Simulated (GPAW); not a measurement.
Si:

```
Si
1.0
     0.00000    2.72185    2.72185
     2.72185    0.00000    2.72185
     2.72185    2.72185    0.00000
Si
2
Direct
  0.50000 0.50000 0.50000
  0.75000 0.75000 0.75000
```

Base run:

```yaml
Program: GPAW 26.7.0
Functional: TASK
Potentials_or_basis: GPAW PAW data sets (gpaw-data 1.2.1)
Cutoff: 600 eV
Basis: pw
k_mesh: 8 × 8 × 8
Occupations: fermi-dirac, width 0.05 eV
Spin: no spin polarisation
```

Its results: band gap on the k mesh 1.07 eV, indirect (least direct gap 2.79 eV); pressure 4.7 GPa.

Q: After a change of settings the same cell gave: band gap on the k mesh 0.58 eV, indirect (least direct gap 2.55 eV); pressure 1.6 GPa. Which change was it?
A. functional from TASK to OLYP; potentials or basis from GPAW PAW data sets (gpaw-data 1.2.1) to PAW data sets generated in the run's folder for this functional
B. functional from TASK to rSCAN
C. functional from TASK to PBE; cutoff from 600 eV to 450 eV; k mesh from 8 × 8 × 8 to 7 × 7 × 7
D. functional from TASK to SCAN; band points from 100 to 60

A: C.

Caveats: the PAW data sets were made with another functional, which shifts forces and pressure a little (some runs); the cutoff is short for stress and forces, so pressures can be off by a GPa or more (some runs); an odd mesh through Γ misses points on the zone boundary, where band edges often lie (some runs).
